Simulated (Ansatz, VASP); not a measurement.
# One calculation of CuO2, two programs

```
CELL_PARAMETERS angstrom
0.00000 2.38295 2.38295
2.38295 0.00000 2.38295
2.38295 2.38295 0.00000
ATOMIC_POSITIONS crystal
Cu 0.00000 0.00000 0.00000
O 0.25000 0.25000 0.25000
O 0.75000 0.75000 0.75000
```

Alike in both runs: functional PBEsol; k mesh 8 × 8 × 8; occupations gaussian, width 0.1 eV; collinear spin.

Ansatz relaxed the structure, and its values are those at the end. VASP's run is a single point on that final structure, the one shown.

```csv
,VASP,Ansatz
version,VASP 6.6.1,Ansatz 0.2.0
potentials or method,"VASP PAW PBE potentials, release 64 (Cu, O)","scalar-relativistic, plane waves, PAW"
plane-wave cutoff (eV),520,420
valence electrons in the cell,23,31
```

Ansatz gave:

| Property | Result |
| --- | --- |
| gap on the k mesh at the Fermi level (eV) | none |
| pressure (GPa) | 0.0 |
| net moment per atom (μB) | 0.58 |
| size of the moment on the site where the two differ most (μB) | 0.58 |

**Question.** What did VASP give for the same quantities?

**Answer.** gap on the k mesh at the Fermi level (eV): none; pressure (GPa): 0.8; net moment per atom (μB): 0.59; size of the moment on the site where the two differ most (μB): 0.53.

Site moments also hang on the region over which each program counts them. A gap of «none» marks a metal or a gap that the smearing closes. The two sets of potentials don't hold the same shells in valence.

Caveats: the PAW data sets were made with another functional, which shifts forces and pressure a little (VASP); a cell with one magnetic atom can't hold antiferromagnetic order, which such compounds often take; semilocal functionals often make such compounds metallic where correlation or magnetic order opens a gap, which also shifts bond lengths.
